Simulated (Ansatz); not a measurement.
**Ag in Ansatz: the effect of functional**

Ag:

```
CELL_PARAMETERS angstrom
-1.63328 1.63328 1.63328
1.63328 -1.63328 1.63328
1.63328 1.63328 -1.63328
ATOMIC_POSITIONS crystal
Ag 0.00000 0.00000 0.00000
```

This isn't the form of Ag at room conditions, which is fcc.

The cell isn't the ideal one: volume scaled by 0.96.

Alike in all runs:

| Quantity | Value |
| --- | --- |
| Program | Ansatz 0.2.0 |
| Task | single point |
| Potentials or basis | Ansatz PAW |
| k mesh | 11 × 11 × 11 |
| Occupations | fermi-dirac, width 0.05 eV |
| Spin | no spin polarisation |

```csv
functional,cutoff,pressure (GPa)
LDA,420 eV (not typed: the program's choice for these potentials),?
PBEsol,420 eV (not typed: the program's choice for these potentials),-3.9
r2SCAN,500 eV (not typed: the program's choice for these potentials),0.0
```

**Question.** What does the run with functional LDA give?

**Answer.** Pressure -8.4 GPa.

Caveats: the PAW data sets come from PBE, with cores solved anew for the run's functional, which leaves a small shift of forces and pressure.
